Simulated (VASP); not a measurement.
# Te (P3_121) in VASP: further runs, part 2 of 2

VASP 6.6.1.

## Step 4: Single point, HSE06, non-collinear spin, zero start, spin-orbit coupling

This run uses another cell than the first one, of 34.68 Å³/atom, 1.035 times its volume.

POSCAR

```
Te
1.0
    4.4730630000      0.0000000000      0.0000000000
   -2.2365315000      3.8737862000      0.0000000000
    0.0000000000      0.0000000000      6.0034100000
Te
3
Direct
    0.2743782000      0.0000000000      0.3333334000
    0.0000000000      0.2743781000      0.6666666000
    0.7256218000      0.7256219000      0.0000000000
```

INCAR.step1

```
SYSTEM = Te
PREC = Accurate
ENCUT = 300
EDIFF = 1E-5
ISMEAR = 0
SIGMA = 0.01
LREAL = .False.
LASPH = .True.
NELM = 100
ALGO = Normal
ISIF = 2
LWAVE = .True.
LCHARG = .False.
MAGMOM = 0 0 0 0 0 0 0 0 0
LORBIT = 11
LSORBIT = .True.
GGA_COMPAT = .False.
NBANDS = 31
GGA = PE
```

INCAR.step2

```
SYSTEM = Te
PREC = Accurate
ENCUT = 300
EDIFF = 1E-6
ISMEAR = 0
SIGMA = 0.01
LREAL = .False.
LASPH = .True.
NELM = 100
ALGO = Normal
ISIF = 2
LWAVE = .False.
LCHARG = .False.
MAGMOM = 0 0 0 0 0 0 0 0 0
LORBIT = 11
LSORBIT = .True.
GGA_COMPAT = .False.
GGA = PE
LHFCALC = .True.
HFSCREEN = 0.2
PRECFOCK = Normal
NBANDS = 31
ISTART = 1
```

KPOINTS

```
Automatic mesh
0
Gamma
  3 3 2
  0 0 0
```

Potentials or basis: VASP PAW PBE potentials, release 64 (Te).

Started as:

```sh
$ cat potpaw_PBE.64/Te/POTCAR > POTCAR
$ cp INCAR.step1 INCAR
$ mpirun -np 1 vasp_ncl > vasp.out
$ cp INCAR.step2 INCAR
$ mpirun -np 1 vasp_ncl > vasp.out
```

OUTCAR:

```text
SYSTEM = Te
   PREC = Accurate
   ENCUT = 300
   EDIFF = 1E-6
   ISMEAR = 0
   LREAL = .False.
   LASPH = .True.
   NELM = 100
   ISIF = 2
   LORBIT = 11
   LSORBIT = .True.
   GGA = PE
   LHFCALC = .True.
   HFSCREEN = 0.2
   PRECFOCK = Normal
   ISTART = 1

 ion  position               nearest neighbor table
   1  0.274  0.000  0.333-   2 2.92   3 2.92   2 3.47   2 3.47   3 3.47   3 3.47
   2  0.000  0.274  0.667-   1 2.92   3 2.92   1 3.47   1 3.47   3 3.47   3 3.47
   3  0.726  0.726  0.000-   2 2.92   1 2.92   1 3.47   2 3.47   1 3.47   2 3.47

  LATTYP: Found a hexagonal cell.
 ALAT       =     4.4730630000
 C/A-ratio  =     1.3421250718

  Lattice vectors:

 A1 = (   4.4730630000,   0.0000000000,   0.0000000000)
 A2 = (  -2.2365315000,   3.8737862000,   0.0000000000)
 A3 = (   0.0000000000,   0.0000000000,   6.0034100000)

Analysis of symmetry for initial positions (statically):
=====================================================================
 Subroutine PRICEL returns:
 Original cell was already a primitive cell.

 Routine SETGRP: Setting up the symmetry group for a
 hexagonal supercell.

 Subroutine GETGRP returns: Found  6 space group operations
 (whereof  2 operations were pure point group operations)
 out of a pool of 24 trial point group operations.

The static configuration has the point symmetry C_2 .
 The point group associated with its full space group is D_3 .

Analysis of symmetry for dynamics (positions and initial velocities):
=====================================================================
 Subroutine PRICEL returns:
 Original cell was already a primitive cell.

 Routine SETGRP: Setting up the symmetry group for a
 hexagonal supercell.

 Subroutine GETGRP returns: Found  6 space group operations
 (whereof  2 operations were pure point group operations)
 out of a pool of 24 trial point group operations.

The dynamic configuration has the point symmetry C_2 .
 The point group associated with its full space group is D_3 .

Analysis of structural, dynamic, and magnetic symmetry:
=====================================================================
 Subroutine PRICEL returns:
 Original cell was already a primitive cell.

 Routine SETGRP: Setting up the symmetry group for a
 hexagonal supercell.

 Subroutine GETGRP returns: Found  6 space group operations
 (whereof  2 operations were pure point group operations)
 out of a pool of 24 trial point group operations.

The overall configuration has the point symmetry C_2 .
 The point group associated with its full space group is D_3 .

 Subroutine INISYM returns: Found  6 space group operations
 (whereof  2 operations are pure point group operations),
 and found     1 'primitive' translations

----------------------------------------------------------------------------------------

                                     Primitive cell

  volume of cell :     104.0252

  direct lattice vectors                    reciprocal lattice vectors
     4.473063000  0.000000000  0.000000000     0.223560455  0.129072689  0.000000000
[... 126 lines left out ...]
  ext. energy  EPLUGINS =         0.00000000
  ---------------------------------------------------
  free energy    TOTEN  =       -12.03420820 eV

  energy without entropy =      -12.03420820  energy(sigma->0) =      -12.03420820

 E-fermi :   5.5564     XC(G=0):  -7.5030

 val. band max:        5.5089011100   @ k =  -0.3333  -0.3333   0.5000
 cond. band min:       5.8981291099   @ k =   0.3333   0.3333   0.5000
 fundamental gap:      0.3892279999
 Fermi energy:         5.5563581041

 k-point     1 :       0.0000    0.0000    0.0000
  band No.  band energies     occupation
      1      -9.3658      1.00000
      2      -9.3658      1.00000
      3      -5.8721      1.00000
      4      -5.8721      1.00000
      5      -5.8700      1.00000
      6      -5.8700      1.00000
[... 253 lines left out ...]
     29      12.5825      0.00000
     30      12.5825      0.00000
 [bands above 30 left out]

------------------------ aborting loop because EDIFF is reached ----------------------------------------

  FORCE on cell =-STRESS in cart. coord.  units (eV):
  Direction    XX          YY          ZZ          XY          YZ          ZX
  --------------------------------------------------------------------------------------
  -------------------------------------------------------------------------------------
  Total       -0.6113726     -0.6113726     -2.1088051      0.0000000     -0.0000000      0.0000000
  in kB       -9.4162485     -9.4162485    -32.4794265      0.0000000     -0.0000000      0.0000000
  external PRESSURE =     -17.1039745 kB  Pullay stress =       0.0000000 kB

 VOLUME and BASIS-vectors are now :
 -----------------------------------------------------------------------------
  energy-cutoff  :      300.00
  volume of cell :      104.03
      direct lattice vectors                 reciprocal lattice vectors
     4.473063000  0.000000000  0.000000000     0.223560455  0.129072689  0.000000000
    -2.236531500  3.873786200  0.000000000     0.000000000  0.258145377  0.000000000
     0.000000000  0.000000000  6.003410000     0.000000000  0.000000000  0.166571998

 POSITION                                       TOTAL-FORCE (eV/Angst)
 -----------------------------------------------------------------------------------
      1.22731      0.00000      2.00114        -0.733243      0.000000      0.000000
     -0.61366      1.06288      4.00227         0.366621     -0.635007     -0.000000
      1.62288      2.81090      0.00000         0.366621      0.635007     -0.000000
 -----------------------------------------------------------------------------------
    total drift:                                0.000040      0.000034     -0.000000

  FREE ENERGIE OF THE ION-ELECTRON SYSTEM (eV)
  ---------------------------------------------------
  free  energy   TOTEN  =       -12.0342082044 eV

  energy  without entropy=      -12.0342082044  energy(sigma->0) =      -12.03420820

 Spin-Orbit-Coupling matrix elements

 Ion:    1  E_soc:     -0.2357477
 l=   1
     0.0000000    -0.0413709    -0.0395011
    -0.0413709     0.0000000    -0.0367465
    -0.0395011    -0.0367465     0.0000000
 l=   2
     0.0000000    -0.0000195     0.0000000    -0.0000089    -0.0000301
    -0.0000195     0.0000000    -0.0000261    -0.0000466    -0.0000183
     0.0000000    -0.0000261     0.0000000    -0.0001013     0.0000000
    -0.0000089    -0.0000466    -0.0001013     0.0000000    -0.0000048
    -0.0000301    -0.0000183     0.0000000    -0.0000048     0.0000000
 l=   3
     0.0000000     0.0000000     0.0000000     0.0000000     0.0000000     0.0000000     0.0000000
     0.0000000     0.0000000     0.0000000     0.0000000     0.0000000     0.0000000     0.0000000
     0.0000000     0.0000000     0.0000000     0.0000000     0.0000000     0.0000000     0.0000000
     0.0000000     0.0000000     0.0000000     0.0000000     0.0000000     0.0000000     0.0000000
[... 29 lines left out ...]
 l=   2
     0.0000000    -0.0000095     0.0000000    -0.0000148    -0.0000301
    -0.0000095     0.0000000    -0.0000825    -0.0000466    -0.0000101
     0.0000000    -0.0000825     0.0000000    -0.0000449     0.0000000
    -0.0000148    -0.0000466    -0.0000449     0.0000000    -0.0000169
    -0.0000301    -0.0000101     0.0000000    -0.0000169     0.0000000
 l=   3
     0.0000000     0.0000000     0.0000000     0.0000000     0.0000000     0.0000000     0.0000000
     0.0000000     0.0000000     0.0000000     0.0000000     0.0000000     0.0000000     0.0000000
     0.0000000     0.0000000     0.0000000     0.0000000     0.0000000     0.0000000     0.0000000
     0.0000000     0.0000000     0.0000000     0.0000000     0.0000000     0.0000000     0.0000000
     0.0000000     0.0000000     0.0000000     0.0000000     0.0000000     0.0000000     0.0000000
     0.0000000     0.0000000     0.0000000     0.0000000     0.0000000     0.0000000     0.0000000
     0.0000000     0.0000000     0.0000000     0.0000000     0.0000000     0.0000000     0.0000000

 total charge

# of ion       s       p       d       tot
------------------------------------------
    1        1.392   1.912   0.039   3.344
    2        1.392   1.912   0.039   3.344
    3        1.392   1.912   0.039   3.344
--------------------------------------------------
tot          4.176   5.737   0.118  10.031

 magnetization (x)

# of ion       s       p       d       tot
------------------------------------------
    1       -0.000   0.000  -0.000   0.000
    2        0.000  -0.000   0.000  -0.000
    3        0.000  -0.000   0.000  -0.000
--------------------------------------------------
tot          0.000  -0.000   0.000   0.000

 magnetization (y)

# of ion       s       p       d       tot
------------------------------------------
    1       -0.000   0.000  -0.000   0.000
    2       -0.000   0.000  -0.000   0.000
    3        0.000  -0.000   0.000  -0.000
--------------------------------------------------
tot         -0.000   0.000  -0.000   0.000

 magnetization (z)

# of ion       s       p       d       tot
------------------------------------------
    1       -0.000  -0.000   0.000  -0.000
    2        0.000   0.000  -0.000   0.000
    3        0.000   0.000   0.000   0.000
--------------------------------------------------
tot         -0.000   0.000   0.000  -0.000
```

It took 19 min on 1 thread of Intel Xeon Platinum 8488C (Sapphire Rapids), shared host; peak memory 0.39 GiB.

What came out:

| Quantity | Value |
| --- | --- |
| Free energy | -12.0342 eV |
| Pressure | -1.7 GPa |
| Largest force | 0.733 eV/Å |
| Net moment | 0.00 μB per cell |
| Valence electrons inside the program's atomic spheres | Te 3.34 |

Forces on the atoms (eV/Å):
```
Te  -0.733  0.000  0.000
Te   0.367 -0.635  0.000
Te   0.367  0.635  0.000
```

Stress tensor (GPa, compression positive):
```
-0.94  0.00  0.00
 0.00 -0.94  0.00
 0.00  0.00 -3.25
```

Moments on the atoms (μB; x, y, z):
```
Te  0.00 0.00 0.00
Te  0.00 0.00 0.00
Te  0.00 0.00 0.00
```

Caveat: the k mesh is coarse (spacing up to 0.54 Å⁻¹), so the values aren't converged, least of all with exact exchange; the PAW data sets were made with another functional, which shifts forces and pressure a little.

## Step 5: Overview

```tsv
cell	pressure (GPa)	geometry from	grid for exact exchange (PRECFOCK)	pressure (GPa)	moment (μB)	largest force (eV/Å)
P3_121, 33.49 Å³/atom	1	optB88-vdW	Fast	-0.8	0.00	0.77
P3_121, 33.5 Å³/atom	1	PBE	Normal	-0.5	0.00	0.69
P3_121, 34.68 Å³/atom	0	optB88-vdW	Normal	-1.7	0.00	0.73
```

Alike in all rows: task single point; level HSE06; potentials or basis VASP PAW PBE potentials, release 64 (Te); spin non-collinear, zero start, SOC; k mesh 3 × 3 × 2; cutoff (eV) 300; smearing gaussian 0.01 eV; the mesh is coarse, so values aren't converged.

Caveats: all runs use coarse meshes; the PAW data sets were made with another functional, which shifts forces and pressure a little.

Total energies depend on the potentials used, so only differences within one code and one set of settings carry meaning.
